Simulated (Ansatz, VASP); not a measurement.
One calculation of Pt, two programs

File INCAR:

```
  PREC = Accurate
  ENCUT = 520
  EDIFF = 1E-6
  ISMEAR = -1
  SIGMA = 0.05
  LREAL = F
  LASPH = T
  NELM = 150
  ALGO = Normal
  ISIF = 2
  LWAVE = F
  LCHARG = F
  MAGMOM = 0 0 0
  LORBIT = 11
  LSORBIT = T
  GGA_COMPAT = F
  LORBMOM = T
  LMAXMIX = 4
  GGA = PE
  NBANDS = 21
```

Contents of KPOINTS:

```
regular mesh
0
Gamma
  9 9 9
```

File POSCAR:

```
Pt
1.0
    0.0000000000      1.9609000000      1.9609000000
    1.9609000000      0.0000000000      1.9609000000
    1.9609000000      1.9609000000      0.0000000000
Pt
1
Direct
    0.0000000000      0.0000000000      0.0000000000
```

input.yaml

```yaml
crystal:
  lattice:
    - [0.0, 1.9609, 1.9609]
    - [1.9609, 0.0, 1.9609]
    - [1.9609, 1.9609, 0.0]
  atoms:
    - { symbol: Pt, position: [0.0, 0.0, 0.0] }
hamiltonian:
  xc: pbe
  pseudopotentials: { kind: paw_fr }
magnetization:
  noncollinear: true
  spin_orbit: true
kpoints:
  mp_grid: { grid: [9, 9, 9] }
  band_path:
    path:
      - [[0.0, 0.0, 0.0], [0.5, 0.0, 0.5], [0.5, 0.25, 0.75], [0.375, 0.375, 0.75], [0.0, 0.0, 0.0], [0.5, 0.5, 0.5], [0.625, 0.25, 0.625], [0.5, 0.25, 0.75], [0.5, 0.5, 0.5], [0.375, 0.375, 0.75]]
      - [[0.625, 0.25, 0.625], [0.5, 0.0, 0.5]]
    npoints: 14
scf:
  occupations: { method: fermi_dirac, width: 0.05 }
  n_extra_bands: 6
output:
  forces: true
  stress: true
  eigenvalues: true
  fatbands: false
```

Alike in both runs: functional PBE; k mesh 9 × 9 × 9; occupations fermi-dirac, width 0.05 eV; non-collinear spin, spin-orbit coupling.

|  | VASP | Ansatz |
| --- | --- | --- |
| version | VASP 6.6.1 | Ansatz 0.2.0 |
| potentials or method | VASP PAW PBE potentials, release 64 (Pt) | Ansatz PAW |
| plane-wave cutoff (eV) | 520 | 420 |
| valence electrons in the cell | 10 | 18 |
| task | single point | band structure |

Ansatz gave:

```
gap on the k mesh at the Fermi level (eV) : none
pressure (GPa)                            : 9.9
net moment per atom (μB)                  : 0.00
```

Task: Estimate VASP's values.

Result: gap on the k mesh at the Fermi level (eV): none; pressure (GPa): 9.7; net moment per atom (μB): 0.00.

A gap of «none» marks a metal or a gap that the smearing closes. The two sets of potentials don't hold the same shells in valence.
